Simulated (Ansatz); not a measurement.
# Cu: the cost of one run

Program: Ansatz 0.2.0. Level of theory: DFT PBE, scalar-relativistic, plane waves, PAW. These are calculated values, not measurements.

## (1) The structure to begin with

The structure is tetragonal, space group P4/mmm (No. 123). Conventional cell: a = 2.556 Å, b = 2.556 Å, c = 19.230 Å, α = 90.00°, β = 90.00°, γ = 90.00°. Cu (site symmetry 4mm) has 8 Cu at 2.56 Å as nearest neighbours. Around Cu (site symmetry 4mm) lie 12 Cu at 2.56 Å. Cu (site symmetry 4/mmm) has 12 Cu at 2.56 Å as nearest neighbours.

As a file:

```cif
data_structure
_symmetry_space_group_name_H-M 'P4/mmm'
_symmetry_Int_Tables_number 123
_cell_length_a 2.5562
_cell_length_b 2.5562
_cell_length_c 19.2300
_cell_angle_alpha 90.000
_cell_angle_beta 90.000
_cell_angle_gamma 90.000
_cell_volume 125.65
loop_
_atom_site_label
_atom_site_type_symbol
_atom_site_symmetry_multiplicity
_atom_site_Wyckoff_symbol
_atom_site_fract_x
_atom_site_fract_y
_atom_site_fract_z
_atom_site_occupancy
Cu1 Cu 2 g 0.00000 0.00000 0.68799 1
Cu2 Cu 2 h 0.50000 0.50000 0.59399 1
Cu3 Cu 1 b 0.00000 0.00000 0.50000 1
```

## (2) Relaxing the atoms: Cu45 slab, no spin

File input.yaml:

```yaml
crystal:
  lattice:
    - [7.668573042, 0.0, 0.0]
    - [0.0, 7.668573042, 0.0]
    - [0.0, 0.0, 19.23]
  atoms:
    - { symbol: Cu, position: [0.0, 0.0, 0.6879875195] }
    - { symbol: Cu, position: [0.0, 0.3333333333, 0.6879875195] }
    - { symbol: Cu, position: [0.0, 0.6666666667, 0.6879875195] }
    - { symbol: Cu, position: [0.3333333333, 0.0, 0.6879875195] }
    - { symbol: Cu, position: [0.3333333333, 0.3333333333, 0.6879875195] }
    - { symbol: Cu, position: [0.3333333333, 0.6666666667, 0.6879875195] }
    - { symbol: Cu, position: [0.6666666667, 0.0, 0.6879875195] }
    - { symbol: Cu, position: [0.6666666667, 0.3333333333, 0.6879875195] }
    - { symbol: Cu, position: [0.6666666667, 0.6666666667, 0.6879875195] }
    - { symbol: Cu, position: [0.1666666667, 0.1666666667, 0.5939937598] }
    - { symbol: Cu, position: [0.1666666667, 0.5, 0.5939937598] }
    - { symbol: Cu, position: [0.1666666667, 0.8333333333, 0.5939937598] }
    - { symbol: Cu, position: [0.5, 0.1666666667, 0.5939937598] }
    - { symbol: Cu, position: [0.5, 0.5, 0.5939937598] }
    - { symbol: Cu, position: [0.5, 0.8333333333, 0.5939937598] }
    - { symbol: Cu, position: [0.8333333333, 0.1666666667, 0.5939937598] }
    - { symbol: Cu, position: [0.8333333333, 0.5, 0.5939937598] }
    - { symbol: Cu, position: [0.8333333333, 0.8333333333, 0.5939937598] }
    - { symbol: Cu, position: [0.0, 0.0, 0.5] }
    - { symbol: Cu, position: [0.0, 0.3333333333, 0.5] }
    - { symbol: Cu, position: [0.0, 0.6666666667, 0.5] }
    - { symbol: Cu, position: [0.3333333333, 0.0, 0.5] }
    - { symbol: Cu, position: [0.3333333333, 0.3333333333, 0.5] }
    - { symbol: Cu, position: [0.3333333333, 0.6666666667, 0.5] }
    - { symbol: Cu, position: [0.6666666667, 0.0, 0.5] }
    - { symbol: Cu, position: [0.6666666667, 0.3333333333, 0.5] }
    - { symbol: Cu, position: [0.6666666667, 0.6666666667, 0.5] }
    - { symbol: Cu, position: [0.1666666667, 0.1666666667, 0.4060062402] }
    - { symbol: Cu, position: [0.1666666667, 0.5, 0.4060062402] }
    - { symbol: Cu, position: [0.1666666667, 0.8333333333, 0.4060062402] }
    - { symbol: Cu, position: [0.5, 0.1666666667, 0.4060062402] }
    - { symbol: Cu, position: [0.5, 0.5, 0.4060062402] }
    - { symbol: Cu, position: [0.5, 0.8333333333, 0.4060062402] }
    - { symbol: Cu, position: [0.8333333333, 0.1666666667, 0.4060062402] }
    - { symbol: Cu, position: [0.8333333333, 0.5, 0.4060062402] }
    - { symbol: Cu, position: [0.8333333333, 0.8333333333, 0.4060062402] }
    - { symbol: Cu, position: [0.0, 0.0, 0.3120124805] }
    - { symbol: Cu, position: [0.0, 0.3333333333, 0.3120124805] }
    - { symbol: Cu, position: [0.0, 0.6666666667, 0.3120124805] }
    - { symbol: Cu, position: [0.3333333333, 0.0, 0.3120124805] }
    - { symbol: Cu, position: [0.3333333333, 0.3333333333, 0.3120124805] }
    - { symbol: Cu, position: [0.3333333333, 0.6666666667, 0.3120124805] }
    - { symbol: Cu, position: [0.6666666667, 0.0, 0.3120124805] }
    - { symbol: Cu, position: [0.6666666667, 0.3333333333, 0.3120124805] }
    - { symbol: Cu, position: [0.6666666667, 0.6666666667, 0.3120124805] }
scf:
  occupations: { method: methfessel_paxton, width: 0.1 }
output:
  forces: true
  stress: false
  eigenvalues: true
  write_density: true
  write_potential: true
  elf: true
  volumetric_format: npy
hamiltonian:
  xc: pbe
kpoints:
  mp_grid: { grid: [2, 2, 1] }
relax:
  f_tol: 0.01
  adjacent_minimum: "off"
  constraints:
    - { sites: [27, 28, 29, 30, 31, 32, 33, 34, 35, 36, 37, 38, 39, 40, 41, 42, 43, 44] }
```

Run with:

```sh
$ ansatz run input.yaml --threads 8 --pin off --max-ram 24576MiB --backend cpu --events-out ev --progress --plain --runs-dir out
```

Q: Estimate wall time and peak memory on 8 threads of AMD EPYC 7R43 (Zen 3), shared host.

About 3.8 min, with a peak of 6.5 GiB.
